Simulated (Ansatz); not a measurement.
FeO (Wuestite):

```
Fe O
1.0
     0.00000    2.15540    2.15540
     2.15540    0.00000    2.15540
     2.15540    2.15540    0.00000
Fe O
1 1
Direct
  0.00000 0.00000 0.00000
  0.50000 0.50000 0.50000
```

```yaml
Program: Ansatz 0.2.0
Task: single point
Functional: PBEsol
Potentials_or_basis: Ansatz PAW
Cutoff: "420 eV (not typed: the program's choice for these potentials)"
k_mesh: 11 × 11 × 11
Occupations: fermi-dirac, width 0.05 eV
Spin: collinear spin, ferromagnetic start
Starting_moments: "[3.0, 0.0] μB"
```

On this cell: pressure -8.5 GPa; largest force zero by symmetry; net moment 4.00 μB per cell; site moments Fe +3.44; O +0.33 μB; band gap on the k mesh none (metal or under the smearing width).

The same run follows on a disturbed copy (atoms moved at random, drawn with an rms of 0.05 Å):

```xyz
2
Lattice="0.0000 2.1554 2.1554 2.1554 0.0000 2.1554 2.1554 2.1554 0.0000" Properties=species:S:1:pos:R:3 pbc="T T T"
Fe    0.0449    0.0680    0.0221
O     2.1631    2.1655    2.2137
```

Question: What changes?

Answer: The energy (extrapolated to zero smearing) moves by +3.5 meV/atom; pressure -8.1 GPa; largest force 0.182 eV/Å; net moment 4.00 μB per cell; site moments Fe +3.40; O +0.32 μB; band gap on the k mesh none (metal or under the smearing width).

Forces on the atoms (eV/Å):
```
Fe  -0.086 -0.137  0.083
O    0.086  0.137 -0.083
```

Stress tensor (GPa, compression positive):
```
-8.23 -0.14  0.08
-0.14 -7.71  0.13
 0.08  0.13 -8.25
```

Caveats: a cell with one magnetic atom can't hold antiferromagnetic order, which such compounds often take; semilocal functionals often make such compounds metallic where correlation or magnetic order opens a gap, which also shifts bond lengths; the PAW data sets come from PBE, with cores solved anew for the run's functional, which leaves a small shift of forces and pressure.
